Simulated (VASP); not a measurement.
# CdS in VASP 6.6.1, single-point calculation

INCAR

```
IBRION = -1
LASPH = .TRUE.
PREC = Accurate
ALGO = Damped
LWAVE = .FALSE.
LCHARG = .FALSE.
SIGMA = 0.02
EDIFF = 1E-7
ISMEAR = -1
NBANDS = 16
ENCUT = 520
NSW = 0
GGA = PE
LMAXMIX = 4
TIME = 0.5
LREAL = .FALSE.
ISIF = 2
NELM = 50
```

KPOINTS

```
KPOINTS created by Atomic Simulation Environment
0
Gamma
8 8 8
0 0 0
```

POSCAR

```
Cd S
 1.0000000000000000
     0.0000000000000000    2.8510383978000000    3.0637898083000001
     2.8510383978000000    0.0000000000000000    3.0637898083000001
     2.8510383978000000    2.8510383978000000    0.0000000000000000
 Cd  S
   1   1
Cartesian
  0.0000000000000000  0.0000000000000000  0.0000000000000000
  1.4255191989000000  1.4255191989000000  1.5318949041500001
```

The recommended PBE PAW datasets give the neutral cell 18 valence electrons.

Command

```
mpirun -np 1 vasp_std
```

**Question.** Predict the outcome of this run.

**Answer.** It converged. Results: gap between bands v and c on the k mesh 1.05 eV; least direct gap on the k mesh 1.05 eV; pressure 2.8 GPa. Band v is the last that the valence electrons fill when counted band by band, and c is the next.

OSZICAR

```
N       E                     dE             d eps       ncg     rms           ort
DAV:   1     0.186696449586E+03    0.18670E+03   -0.90396E+03   944   0.110E+03
DAV:   2     0.252027674386E+02   -0.16149E+03   -0.14650E+03   944   0.317E+02
DAV:   3    -0.215973322882E+01   -0.27363E+02   -0.26589E+02   944   0.130E+02
DAV:   4    -0.617829260484E+01   -0.40186E+01   -0.39573E+01   944   0.546E+01
DAV:   5    -0.658973088689E+01   -0.41144E+00   -0.40665E+00   944   0.167E+01
SDA:   6    -0.540491944253E+01    0.11848E+01   -0.12279E+01   944   0.246E+01   0.000E+00
DMP:   7    -0.600404725746E+01   -0.59913E+00   -0.12491E+00   944   0.271E+00  -0.647E-01
DMP:   8    -0.605247714145E+01   -0.48430E-01   -0.10053E+00   944   0.221E+00  -0.585E-01
DMP:   9    -0.610108147627E+01   -0.48604E-01   -0.19718E-01   944   0.420E-01  -0.755E-02
DMP:  10    -0.610950190992E+01   -0.84204E-02   -0.87061E-02   944   0.195E-01  -0.621E-02
DMP:  11    -0.611320452914E+01   -0.37026E-02   -0.21123E-02   944   0.514E-02  -0.273E-02
DMP:  12    -0.611424354554E+01   -0.10390E-02   -0.11573E-02   944   0.233E-02  -0.570E-04
DMP:  13    -0.611476225748E+01   -0.51871E-03   -0.19093E-03   944   0.447E-03  -0.195E-03
DMP:  14    -0.611484722240E+01   -0.84965E-04   -0.15052E-03   944   0.313E-03  -0.350E-04
DMP:  15    -0.611493387452E+01   -0.86652E-04   -0.22247E-04   944   0.339E-04   0.317E-04
DMP:  16    -0.611494054551E+01   -0.66710E-05   -0.10809E-04   944   0.296E-04  -0.240E-04
DMP:  17    -0.611494651003E+01   -0.59645E-05   -0.42982E-05   944   0.683E-05   0.529E-05
DMP:  18    -0.611494733924E+01   -0.82922E-06   -0.64214E-06   944   0.199E-05  -0.211E-05
DMP:  19    -0.611494768787E+01   -0.34863E-06   -0.65928E-06   944   0.125E-05   0.194E-06
DMP:  20    -0.611494830824E+01   -0.62037E-06   -0.10262E-06   944   0.161E-06   0.132E-06
DMP:  21    -0.611494845219E+01   -0.14395E-06   -0.47009E-07   944   0.112E-06  -0.539E-07
DMP:  22    -0.611494844322E+01    0.89733E-08   -0.15440E-07   944   0.271E-07   0.112E-07
   1 F= -.61149484E+01 E0= -.61149484E+01  d E =-.285576E-10
```

Standard output (part)

```
POSCAR found type information on POSCAR CdS
 POSCAR found :  2 types and       2 ions
 LDA part: xc-table for (Slater+PW92), standard interpolation
 POSCAR, INCAR and KPOINTS ok, starting setup
 WAVECAR not read
 entering main loop
 final diagonalization occupied
```

For comparison, a separate PBE run of the intended cell, on usual settings and not on those above, gives a gap of 1.05 eV on its mesh and a pressure of 2.8 GPa.
